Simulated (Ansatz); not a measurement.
Runs of Ansatz 0.2.0 on KTaO3. Symmetry: Pm-3m, No. 221, cubic system. The conventional cell has a = 3.988 Å, b = 3.988 Å, c = 3.988 Å, α = 90.00°, β = 90.00°, γ = 90.00°. Ta (site symmetry m-3m) has 6 O at 1.99 Å as nearest neighbours. K (site symmetry m-3m) is surrounded by 12 O at 2.82 Å. O (site symmetry 4/mmm) has 2 Ta at 1.99 Å as nearest neighbours. 

```tsv
task	level	cell	gap on the mesh (eV)	pressure (GPa)	V0 of scaled cells (Å³/atom)	relaxed volume (Å³/atom)	B0 (GPa)
equation of state	LDA	as given	-	-	12.34	-	219
relaxation of cell and atoms	BPBE	relaxed	2.21	0.0	-	13.03	-
equation of state	PBEsol+D4	as given	-	-	(c)	-	(a)
relaxation of cell and atoms	BLYP+D4	relaxed	(b)	0.0	-	13.09	-
```

Alike in all rows: potentials or basis Ansatz PAW; no spin polarisation; k mesh 7 × 7 × 7; cutoff (eV) 420; smearing fermi-dirac 0.05 eV.

Estimate the missing entries.

(a) 206; (b) 2.24; (c) 12.58.

Caveats: odd divisions of the mesh miss points on the zone boundary, where band edges often lie, so the gap on the mesh can be too wide (some runs); the plane-wave basis is chosen anew once the cell has moved, so the energies of steps on either side of that aren't comparable (some runs); spin-orbit coupling is left out, which moves the levels of the heavy elements (some runs); the PAW data sets come from PBE, with cores solved anew for the run's functional, which leaves a small shift of forces and pressure (some runs).

A k mesh can miss the band edges, and the runs leave out spin-orbit coupling on Ta.

Runs at the PBE level aren't shown here.
